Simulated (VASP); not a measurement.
## TePt: relaxation of cell and atoms with PBEsol

The system is TePt.

```
Te Pt
1.0
     1.98102    1.14374    6.62591
    -1.98102    1.14374    6.62591
     0.00000   -2.28749    6.62591
Te Pt
2 2
Direct
  0.59828 0.59828 0.59828
  0.40172 0.40172 0.40172
  0.86979 0.86979 0.86979
  0.13021 0.13021 0.13021
```

```json
{
  "Program": "VASP 6.6.1",
  "Task": "relaxation of cell and atoms",
  "Functional": "PBEsol",
  "Potentials or basis": "VASP PAW PBE potentials, release 64 (Te, Pt)",
  "Cutoff": "600 eV",
  "k mesh": "12 × 12 × 11",
  "Occupations": "methfessel-paxton, width 0.1 eV",
  "Spin": "no spin polarisation",
  "Further INCAR settings": "ALGO = Normal; EDIFF = 1e-07; IBRION = 2; EDIFFG = -0.005; NSW = 90; ISIF = 3"
}
```

* Relaxed volume: 22.50 Å³/atom
* Relaxed cell: a = 7.007 Å, b = 7.007 Å, c = 7.007 Å, α = 32.84°, β = 32.84°, γ = 32.84°
* Space group after relaxing (to 0.05 Å): R-3m (No. 166)
* Energy gained by relaxing: 0.0 meV/atom
* Ionic steps: 7
* Pressure after relaxing: 0.0 GPa
* Largest force after relaxing: 0.005 eV/Å
* Band gap on the k mesh: none (metal or under the smearing width)

Forces on the atoms (eV/Å):
```
Te   0.000  0.000  0.000
Te   0.000  0.000  0.000
Pt   0.000  0.000  0.005
Pt   0.000  0.000 -0.005
```

Final structure:
```
Te Pt
1.0
     1.98048    1.14343    6.62299
    -1.98048    1.14343    6.62299
     0.00000   -2.28686    6.62299
Te Pt
2 2
Direct
  0.59837 0.59837 0.59837
  0.40163 0.40163 0.40163
  0.86979 0.86979 0.86979
  0.13021 0.13021 0.13021
```

Levels at points of the mesh, in eV from the Fermi level:
```
           k point  band 14  band 15  band 16  band 17  band 18  band 19
(0.00, 0.00, 0.00)     0.66     0.66     0.91     1.25     2.89     2.89
(0.50, 0.00, 0.00)    -1.96    -1.79    -1.05     0.36     1.35     1.98
(0.50, 0.50, 0.00)    -1.77    -1.73    -1.35    -1.12     2.60     3.90
```

Run time: 36 min on 2 MPI ranks on Intel(R) Xeon(R) Platinum 8559C (Emerald Rapids) (shared host), peak memory 1.2 GiB a rank.

Caveat: the PAW data sets were made with another functional, which shifts forces and pressure a little. Spin-orbit coupling is left out, which matters for the levels of Pt, Te.
